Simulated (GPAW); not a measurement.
# Pd (Im-3m) in GPAW: a series of runs

The runs below take Pd through band structure, equation of state, with LDA.

Program: GPAW 26.7.0. These are calculated values, not measurements. Logs are shortened: lines on timing, memory, paths and dates and some standing lists are left out, and cuts for length are marked. The log counts tension as positive stress, the text compression.

## (1) The crystal as given

It takes space group Im-3m (No. 229, cubic). Conventional cell: a = 3.145 Å, b = 3.145 Å, c = 3.145 Å, α = 90.00°, β = 90.00°, γ = 90.00°. Pd (site symmetry m-3m) has 8 Pd at 2.72 Å as nearest neighbours.

This isn't the form of Pd at room conditions, which is fcc.

## (2) Band structure, LDA

Contents of run.py:

```python
from ase import Atoms
from ase.dft.bandgap import bandgap
from ase.io import write
from ase.units import GPa
from gpaw import GPAW, PW

atoms = Atoms(['Pd'],
              cell=[[-1.572281, 1.572281, 1.572281],
                    [1.572281, -1.572281, 1.572281],
                    [1.572281, 1.572281, -1.572281]],
              scaled_positions=[[0.0, 0.0, 0.0]],
              pbc=True)

calc = GPAW(mode=PW(600),
            xc='LDA',
            kpts={'size': (12, 12, 12), 'gamma': True},
            occupations={'name': 'fermi-dirac', 'width': 0.05},
            nbands=17,
            convergence={'density': 1e-05, 'energy': 1e-05},
            maxiter=150,
            txt='gpaw.txt')
atoms.calc = calc
energy = atoms.get_potential_energy()
forces = atoms.get_forces()
stress = atoms.get_stress()
calc.write('gs.gpw')
write('result.traj', atoms)
print(f'Energy: {energy:.6f} eV')
print('Forces (eV/A):')
print(forces.round(4))
print('Stress (GPa):', (stress / GPa).round(3))
print('Fermi level:', round(calc.get_fermi_level(), 4), 'eV')
print(f'Gap: {bandgap(calc)[0]:.4f} eV, direct: {bandgap(calc, direct=True)[0]:.4f} eV')

path = atoms.cell.bandpath('GHNGPH,PN', npoints=100, eps=1e-4)
bs_calc = calc.fixed_density(kpts=path, symmetry='off', nbands=25,
                             convergence={'bands': 'CBM+6.0', 'eigenstates': 1e-6}, txt='bands.txt')
bs = bs_calc.band_structure()
bs.write('bs.json')
print(f'Gap on the path: {bandgap(bs_calc)[0]:.4f} eV')
```

Potentials or basis: the program's PAW data sets (release 1.2.1) made for this functional, pw.

Run with:

```bash
$ OMP_NUM_THREADS=1 python run.py
```

gpaw.txt:

```text
__  _  _
 | _ |_)|_||  |
 |__||  | ||/\| - 26.7.0

Input parameters:
  mode=PW(ecut=600.0),
  convergence={'density': 1e-05, 'energy': 1e-05},
  kpts=MonkhorstPack(size=(12, 12, 12), gamma=True),
  maxiter=150,
  nbands=17,
  occupations=Occupations(name='fermi-dirac', width=0.05),
  xc=XC(name='LDA')

Diagonalizing LCAO Hamiltonian
Converting LCAO to pw mode

       Pd

Atoms  # Å, Bohr magnetons
|   | symbol |        x |        y |        z |    initial magnetic moments |
|---|--------|----------|----------|----------|-----------------------------|
| 0 |     Pd | 0.000000 | 0.000000 | 0.000000 | ( 0.0000,  0.0000,  0.0000) |

Unit cell  # Å
| periodic |         x |         y |         z |  lengths |     angles |
|----------|-----------|-----------|-----------|----------|------------|
|      yes | -1.572281 |  1.572281 |  1.572281 | 2.723271 | 109.471221 |
|      yes |  1.572281 | -1.572281 |  1.572281 | 2.723271 | 109.471221 |
|      yes |  1.572281 |  1.572281 | -1.572281 | 2.723271 | 109.471221 |

Number of symmetries: 48
Symmetry operations  # r_c * U_cc + t_c -> r_c
|    | kind |            matrix            |
|----|------|------------------------------|
|  0 |  σ   |  1, 1, 1,  0, 0,-1,  0,-1, 0 |
|  1 |  C4  |  1, 1, 1,  0, 0,-1, -1, 0, 0 |
|  2 |  C2  |  1, 1, 1,  0,-1, 0,  0, 0,-1 |
|  3 |  S6  |  1, 1, 1,  0,-1, 0, -1, 0, 0 |
|  4 |  S6  |  1, 1, 1, -1, 0, 0,  0, 0,-1 |
|  5 |  C4  |  1, 1, 1, -1, 0, 0,  0,-1, 0 |
|  6 |  E   |  1, 0, 0,  0, 1, 0,  0, 0, 1 |
|  7 |  σ   |  1, 0, 0,  0, 1, 0, -1,-1,-1 |
|  8 |  σ   |  1, 0, 0,  0, 0, 1,  0, 1, 0 |
|  9 |  C3  |  1, 0, 0,  0, 0, 1, -1,-1,-1 |
| 10 |  C3  |  1, 0, 0, -1,-1,-1,  0, 1, 0 |
| 11 |  σ   |  1, 0, 0, -1,-1,-1,  0, 0, 1 |
| 12 |  σ   |  0, 1, 0,  1, 0, 0,  0, 0, 1 |
| 13 |  C2  |  0, 1, 0,  1, 0, 0, -1,-1,-1 |
| 14 |  C3  |  0, 1, 0,  0, 0, 1,  1, 0, 0 |
| 15 |  S4  |  0, 1, 0,  0, 0, 1, -1,-1,-1 |
| 16 |  S4  |  0, 1, 0, -1,-1,-1,  1, 0, 0 |
| 17 |  C3  |  0, 1, 0, -1,-1,-1,  0, 0, 1 |
| 18 |  C3  |  0, 0, 1,  1, 0, 0,  0, 1, 0 |
| 19 |  S4  |  0, 0, 1,  1, 0, 0, -1,-1,-1 |
| 20 |  σ   |  0, 0, 1,  0, 1, 0,  1, 0, 0 |
| 21 |  C3  |  0, 0, 1,  0, 1, 0, -1,-1,-1 |
| 22 |  C2  |  0, 0, 1, -1,-1,-1,  1, 0, 0 |
| 23 |  S4  |  0, 0, 1, -1,-1,-1,  0, 1, 0 |
| 24 |  C4  |  0, 0,-1,  1, 1, 1,  0,-1, 0 |
| 25 |  σ   |  0, 0,-1,  1, 1, 1, -1, 0, 0 |
| 26 |  S6  |  0, 0,-1,  0,-1, 0,  1, 1, 1 |
| 27 |  C2  |  0, 0,-1,  0,-1, 0, -1, 0, 0 |
| 28 |  C4  |  0, 0,-1, -1, 0, 0,  1, 1, 1 |
| 29 |  S6  |  0, 0,-1, -1, 0, 0,  0,-1, 0 |
| 30 |  S6  |  0,-1, 0,  1, 1, 1,  0, 0,-1 |
| 31 |  C4  |  0,-1, 0,  1, 1, 1, -1, 0, 0 |
| 32 |  C4  |  0,-1, 0,  0, 0,-1,  1, 1, 1 |
| 33 |  S6  |  0,-1, 0,  0, 0,-1, -1, 0, 0 |
| 34 |  σ   |  0,-1, 0, -1, 0, 0,  1, 1, 1 |
| 35 |  C2  |  0,-1, 0, -1, 0, 0,  0, 0,-1 |
| 36 |  C2  | -1, 0, 0,  1, 1, 1,  0, 0,-1 |
| 37 |  S6  | -1, 0, 0,  1, 1, 1,  0,-1, 0 |
| 38 |  S6  | -1, 0, 0,  0, 0,-1,  1, 1, 1 |
| 39 |  C2  | -1, 0, 0,  0, 0,-1,  0,-1, 0 |
| 40 |  C2  | -1, 0, 0,  0,-1, 0,  1, 1, 1 |
| 41 |  i   | -1, 0, 0,  0,-1, 0,  0, 0,-1 |
| 42 |  S4  | -1,-1,-1,  1, 0, 0,  0, 1, 0 |
| 43 |  C3  | -1,-1,-1,  1, 0, 0,  0, 0, 1 |
| 44 |  C3  | -1,-1,-1,  0, 1, 0,  1, 0, 0 |
| 45 |  σ   | -1,-1,-1,  0, 1, 0,  0, 0, 1 |
| 46 |  S4  | -1,-1,-1,  0, 0, 1,  1, 0, 0 |
| 47 |  C2  | -1,-1,-1,  0, 0, 1,  0, 1, 0 |

BZ-sampling:
  Number of BZ points: 1728
  Number of IBZ points: 72

  Monkhorst-Pack size: [12, 12, 12]
  Monkhorst-Pack shift: [0.041666666666666664, 0.041666666666666664, 0.041666666666666664]

K-points  # in reciprocal-cell coordinates
|     |                                coordinates |     weight |
|-----|--------------------------------------------|------------|
|   0 | ( -0.00000000,  -0.00000000,  -0.00000000) | 0.00057870 |
|   1 | (  0.08333333,  -0.00000000,  -0.00000000) | 0.00694444 |
|   2 | (  0.08333333,   0.08333333,  -0.08333333) | 0.00347222 |
|   3 | (  0.16666667,  -0.00000000,  -0.08333333) | 0.01388889 |
|   4 | (  0.16666667,  -0.00000000,  -0.00000000) | 0.00694444 |
|   5 | (  0.16666667,   0.08333333,  -0.08333333) | 0.01388889 |
|   6 | (  0.16666667,   0.16666667,  -0.16666667) | 0.00347222 |
|   7 | (  0.25000000,  -0.08333333,  -0.08333333) | 0.00462963 |
|   8 | (  0.25000000,  -0.00000000,  -0.08333333) | 0.02777778 |
|   9 | (  0.25000000,  -0.00000000,  -0.00000000) | 0.00694444 |
| ... |                                            |            |
|  71 | (  0.50000000,   0.50000000,   0.50000000) | 0.00057870 |

Plane wave coefficients: 539
Cutoff: 600.0 eV

Spin-components: 1 (collinear spins)
Bands:           17
Projectors:      6
Spin-degeneracy: 2
Datatype:        complex128

Parallelization:
  kpt:    1
  domain: 1
  band:   1

Density:
  Valence electrons: 16.0
  Components: 1
  Grid points: [16 16 16]
  Charge: 0.0  # |e|

Potential:
  Grid points: [16 16 16]

species:
  Pd:
    name:    Palladium
    Z:       46.0
    valence: 16
    core:    30
    charge:  0.0  # [|e|]
    compensation charges:
      type: gauss
      rc: 0.38  # [Å]
      lmax: 2
    cutoffs:
      filter: 2.38  # [Å]
      core: 2.28  # [Å]
    projectors
    | kind |    occ | energy [eV] | rcut [Å] |
    |------|--------|-------------|----------|
    |   5s |  0.000 |      -3.604 |    1.228 |
    |   4p |  6.000 |     -51.371 |    1.360 |
    |   5p |  0.000 |      -0.356 |    1.360 |
    |   4d | 10.000 |      -4.308 |    1.228 |
    |    s |        |      23.607 |    1.228 |
    |    d |        |      22.904 |    1.228 |

    Using partial waves for Pd as LCAO basis

Reference energy: -137098.078098  # eV

eigensolver:
  PPCG
  Converge bands: occupied
  niter=2

density mixing:
  MSR1-Mixer
  Pratt-step length: 0.05
  Maximum mixing coefficient: 0.75
  Old densities: 10
  SVD Regularization: 0.005
  Good broyden scale: 1.0
  Trust region scale: 1.0
  Backstep threshold: 4.0
  History deletion threshold: 6.0
  Fourier metric: weight=20.0, sigma=0.015

occupation numbers:
  Fermi-Dirac:
    width: 0.0500  # eV

poisson solver:
  ecut: 4800.0  # eV

xc functional:
  name: None

convergence criteria:
- Maximum integral of absolute [dens]ity change: 1e-05 electrons / valence electron
- Maximum [total energy] change in last 3 cyles: 1e-05 eV / valence electron
- Maximum integral of absolute [eigenst]ate change: 4e-08 eV^2 / valence electron
maximum number of iterations: 150

SCF iterations
|iter     | |      energy | eigst |  dens |
|---------|-|-------------|-------|-------|
|iter:   1| |   -6.320037 | -0.14 |       |
|iter:   2| |   -6.010906 | -2.52 | -0.95 |
|iter:   3| |   -5.119676 | -1.39 | -1.01 |
|iter:   4| |   -5.106057 | -3.54 | -2.04 |
|iter:   5| |   -5.101557 | -4.01 | -2.21 |
|iter:   6| |   -5.101553 | -6.37 | -3.70 |
|iter:   7| |   -5.101553c| -7.27 | -4.05 |
|iter:   8| |   -5.101553c| -9.08c| -5.38c|

Converged in 8 steps
Energy contributions relative to reference atoms: (reference = -137098.078098)

Energy contributions:
  Kinetic:          -7.448636
  Coulomb:           2.397966
  Zero:             -0.214248
  External:          0.000000
  Xc:                0.168577
  Entropy:          -0.010423
  Spinorbit:         0.000000
  ----------------------------
  Free energy:      -5.106764
  Extrapolated:     -5.101553

dipole moment: (-4.692270, -4.692270, -4.692270)  # |e|*Ang

Fermi level: 8.293
Eigenvalues  # (at kpt = [-0.000, -0.000, -0.000])
| band index |      eig [eV] | occ [0-2] |
|------------|---------------|-----------|
|          0 |       -41.088 |     2.000 |
|          1 |       -41.088 |     2.000 |
|          2 |       -41.088 |     2.000 |
|          3 |         1.466 |     2.000 |
|          4 |         5.560 |     2.000 |
|          5 |         5.560 |     2.000 |
[... 9 lines left out ...]
|         15 |        39.119 |     0.000 |
|         16 |        39.119 |     0.000 |

No gap
No difference between direct/indirect transitions

Forces  # eV/Ang
|       x |        y |       z |
|---------|----------|---------|
| 0.00000 | -0.00000 | 0.00000 |  # Pd   0

Stress tensor  # eV/Ang^3
|        x |         y |         z |
|----------|-----------|-----------|
| 0.094268 |  0.000000 |  0.000000 |
| 0.000000 |  0.094268 | -0.000000 |
| 0.000000 | -0.000000 |  0.094268 |

# Writing to gs.gpw (mode='')
```

bands.txt:

```text
Diagonalizing LCAO Hamiltonian
Converting LCAO to pw mode
convergence criteria:
- Maximum integral of absolute [eigenst]ate change: 1e-06 eV^2 / valence electron
maximum number of iterations: 150

SCF iterations
|iter     | |      energy | eigst |  dens |
|---------|-|-------------|-------|-------|
|iter:   1| |             | -0.24 |       |
[... 104 lines left out ...]
         [ 0.15909091,  0.15909091,  0.34090909],
         [ 0.13636364,  0.13636364,  0.36363636],
         [ 0.11363636,  0.11363636,  0.38636364],
         [ 0.09090909,  0.09090909,  0.40909091],
         [ 0.06818182,  0.06818182,  0.43181818],
         [ 0.04545455,  0.04545455,  0.45454545],
         [ 0.02272727,  0.02272727,  0.47727273],
         [ 0.        ,  0.        ,  0.5       ]])),
  maxiter=150,
  nbands=25,
  occupations=Occupations(name='fermi-dirac', width=0.05),
  symmetry=Symmetry(point_group=False, time_reversal=False),
  xc=XC(name='LDA')
```

Wall time 12 s (1 thread of Intel Xeon 6975P-C (Granite Rapids), shared host); peak memory 0.18 GiB.

What came out:

* Free energy: -5.1068 eV
* Pressure: -15.1 GPa
* Band gap along the path: none (metal or under the smearing width)

Levels at the corners of the path, in eV from the Fermi level:
| point | band 5 | band 6 | band 7 | band 8 | band 9 |
| --- | --- | --- | --- | --- | --- |
| Γ | -2.73 | -2.73 | -2.73 | -0.85 | -0.85 |
| H | -4.82 | 0.22 | 0.22 | 0.22 | 9.02 |
| N | -3.85 | -0.93 | -0.64 | 0.58 | 1.42 |
| Γ | -2.73 | -2.73 | -2.73 | -0.85 | -0.85 |
| P | -3.31 | -3.31 | -0.59 | -0.59 | 8.35 |
| H | -4.82 | 0.22 | 0.22 | 0.22 | 9.02 |
| P | -3.31 | -3.31 | -0.59 | -0.59 | 8.35 |
| N | -3.85 | -0.93 | -0.64 | 0.58 | 1.42 |

## (3) Equation of state, LDA

Contents of run.py:

```python
from ase import Atoms
from ase.eos import EquationOfState
from ase.io import Trajectory
from ase.units import GPa
from gpaw import GPAW, PW

atoms = Atoms(['Pd'],
              cell=[[-1.572281, 1.572281, 1.572281],
                    [1.572281, -1.572281, 1.572281],
                    [1.572281, 1.572281, -1.572281]],
              scaled_positions=[[0.0, 0.0, 0.0]],
              pbc=True)

traj = Trajectory('eos.traj', 'w')
volumes, energies = [], []
for x in [0.94, 0.96, 0.98, 1.0, 1.02, 1.04, 1.06]:
    a = atoms.copy()
    a.set_cell(atoms.cell * x**(1 / 3), scale_atoms=True)
    calc = GPAW(mode=PW(600),
                xc='LDA',
                kpts={'size': (12, 12, 12), 'gamma': True},
                occupations={'name': 'fermi-dirac', 'width': 0.05},
                nbands=17,
                convergence={'density': 1e-05, 'energy': 1e-05},
                maxiter=150,
                txt=f'eos-{x:.2f}.txt')
    a.calc = calc
    energies.append(a.get_potential_energy(force_consistent=True))
    volumes.append(a.get_volume())
    p = -a.get_stress()[:3].mean() / GPa
    calc.write(f'eos-{x:.2f}.gpw')
    traj.write(a)
    print(f'{x:.2f} {volumes[-1]:10.4f} A^3 {energies[-1]:14.6f} eV {p:9.3f} GPa', flush=True)

v0, e0, B = EquationOfState(volumes, energies, eos='birchmurnaghan').fit()
print(f'V0 = {v0:.4f} A^3, E0 = {e0:.6f} eV, B0 = {B / GPa:.2f} GPa')
```

Potentials or basis: the program's PAW data sets (release 1.2.1) made for this functional, pw.

Run with:

```bash
$ OMP_NUM_THREADS=1 python run.py
```

Wall time 57 s (1 thread of Intel Xeon 6975P-C (Granite Rapids), shared host); peak memory 0.19 GiB.

The run converged. Its results:

```
Equilibrium volume : 14.27 Å³/atom (rough: see the caveat)
Bulk modulus       : 222 GPa (rough)
```

Energy against volume, from the lowest point:
```
volume (Å³/atom)  energy (meV/atom)
          14.614               0.00
          14.925              13.57
          15.236              34.09
          15.547              60.64
          15.858              92.40
          16.169             128.65
          16.480             168.76
```

Caveat: the minimum lies outside the volumes run.
